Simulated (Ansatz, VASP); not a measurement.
**Two plane-wave programs on TaN**

```
CELL_PARAMETERS angstrom
0.00000 2.15579 2.15579
2.15579 0.00000 2.15579
2.15579 2.15579 0.00000
ATOMIC_POSITIONS crystal
Ta 0.49566 0.50434 0.50434
N 0.05612 0.94388 0.94388
```

Change from the starting cell: mode 4 frozen in at -0.244 Å, equal normal strain along x, y and z -0.0083.

Alike in both runs: task single point; functional LDA; k mesh 18 × 18 × 18; occupations gaussian, width 0.15 eV; no spin polarisation.

|  | VASP | Ansatz |
| --- | --- | --- |
| version | VASP 6.6.1 | Ansatz 0.2.0 |
| potentials or method | VASP PAW LDA potentials, release 64 (Ta_pv, N) | scalar-relativistic, plane waves, PAW |
| plane-wave cutoff (eV) | 520 | 520 |
| valence electrons in the cell | 16 | 18 |

|  | VASP | Ansatz | Ansatz less VASP |
| --- | --- | --- | --- |
| gap on the k mesh at the Fermi level (eV) | none | none | - |
| pressure (GPa) | 26.9 | 24.2 | -2.70 |
| largest component of the traceless stress (GPa) | 28.73 | 28.13 | -0.596 |
| rms of the force components (eV/Å) | 2.237 | 2.192 | -0.0450 |

Atom by atom the forces differ by 0.045 eV/Å (rms over components). A gap of «none» marks a metal or a gap that the smearing closes. The two sets of potentials don't hold the same shells in valence. Ansatz warned: «pseudo_functional_mismatch».

Caveats: so large a pressure means that the cell lies far from this level's equilibrium, or that cutoff or potentials fall short (VASP); forces of over 1 eV/Å show positions far from the minimum, so gaps and moduli don't describe the material at rest. The runs have no spin-orbit coupling, so splittings on Ta are missing.
